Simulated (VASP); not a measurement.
A run of VASP 6.6.1:

The input INCAR:

```
  PREC = Accurate
  ENCUT = 600
  EDIFF = 1E-7
  ISMEAR = 0
  SIGMA = 0.1
  LREAL = F
  LASPH = T
  NELM = 100
  ALGO = Normal
  ISIF = 3
  LWAVE = F
  LCHARG = F
  METAGGA = R2SCAN
  LMIXTAU = T
  IBRION = 2
  NSW = 80
  EDIFFG = -0.004
```

KPOINTS

```
Automatic mesh
0
Gamma
  18 18 18
```

POSCAR

```
Nb
1.0
   -1.6639500000      1.6639500000      1.6639500000
    1.6639500000     -1.6639500000      1.6639500000
    1.6639500000      1.6639500000     -1.6639500000
Nb
1
Direct
    0.0000000000      0.0000000000      0.0000000000
```

Potentials or basis: VASP PAW PBE potentials, release 64 (Nb_sv).

Run with:

```console
$ cat potpaw_PBE.64/Nb_sv/POTCAR > POTCAR
$ mpirun -np 1 vasp_std > vasp.out
```

Hardware: 1 thread of Intel(R) Xeon(R) Platinum 8375C CPU @ 2.90GHz (Ice Lake) (shared host).

**Question.** How long does it take, and how much memory?

**Answer.** Wall time 4.9 min on 1 thread of Intel(R) Xeon(R) Platinum 8375C CPU @ 2.90GHz (Ice Lake), on a shared host, peak memory 0.19 GiB. Counts: scf iterations 58, k points 195, ion steps 4.
